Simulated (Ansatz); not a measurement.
Runs of Ansatz 0.2.0 on Sc. It takes space group Fm-3m (No. 225, cubic). Conventional cell: a = 4.520 Å, b = 4.520 Å, c = 4.520 Å, α = 90.00°, β = 90.00°, γ = 90.00°. Sc (site symmetry m-3m) has 12 Sc at 3.20 Å as nearest neighbours. This isn't the form of Sc at room conditions, which is hcp.

```tsv
task	level	potentials or basis	spin	cell	k mesh	cutoff (eV)	smearing	other keys	gap on the mesh (eV)	pressure (GPa)
electric field gradients	r2SCAN+D4	Ansatz PAW	off	volume scaled by 1.25	10 × 10 × 10	500	fermi-dirac 0.15 eV	scf.initial_density.chi_scale = 0	none	-6.1
single point	LDA	SSSP precision PAW	off	as given	10 × 10 × 10	1225	cold 0.05 eV	-	none	(a)
single point	HISS	Ansatz PAW earlier set	off	as given	7 × 7 × 7	610	methfessel-paxton 0.1 eV	scf.lower_state_search = light	none	7.5
relaxation of cell and atoms	PBEsol+D4	Ansatz PAW	SOC, no magnetisation	relaxed from: cell strained at random at fixed volume	8 × 8 × 8	420	cold 0.05 eV	hamiltonian.pseudopotentials = kind paw_fr; …	none	0.0
```

Estimate the missing entries.

(a) -1.6.

Caveats: the PAW data sets come from PBE, with cores solved anew for the run's functional, which leaves a small shift of forces and pressure (some runs); pairwise dispersion overbinds metals, which lowers pressure and volume (some runs); the thresholds are loose for stress (some runs); the plane-wave basis is chosen anew once the cell has moved, so the energies of steps on either side of that aren't comparable (some runs).

A gap of «none» marks a metal or a gap under the smearing width.
